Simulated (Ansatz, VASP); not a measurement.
One calculation of CaO, two programs

```
Ca O
1.0
     0.00000    2.36202    2.36202
     2.36202    0.00000    2.36202
     2.36202    2.36202    0.00000
Ca O
1 1
Direct
  0.00000 0.00000 0.00000
  0.50000 0.50000 0.50000
```

Alike in both runs: task single point; functional r2SCAN; k mesh 9 × 9 × 9; occupations methfessel-paxton of order 1, width 0.1379 eV; no spin polarisation.

|  | VASP | Ansatz |
| --- | --- | --- |
| version | VASP 6.6.1 | Ansatz 0.2.0 |
| potentials or method | VASP PAW PBE potentials, release 64 (Ca_sv, O) | PAW plane waves |
| plane-wave cutoff (eV) | 520 | 500 |
| valence electrons in the cell | 16 | 16 |

|  | VASP | Ansatz | Ansatz less VASP |
| --- | --- | --- | --- |
| gap on the k mesh at the Fermi level (eV) | 4.23 | 4.24 | +0.014 |
| pressure (GPa) | 7.0 | 5.7 | -1.28 |

Caveats: the PAW data sets were made with another functional, which shifts forces and pressure a little (VASP); an odd mesh through Γ misses points on the zone boundary, where band edges often lie. r2SCAN opens gaps a little over a GGA but as a rule still falls short of measured ones.
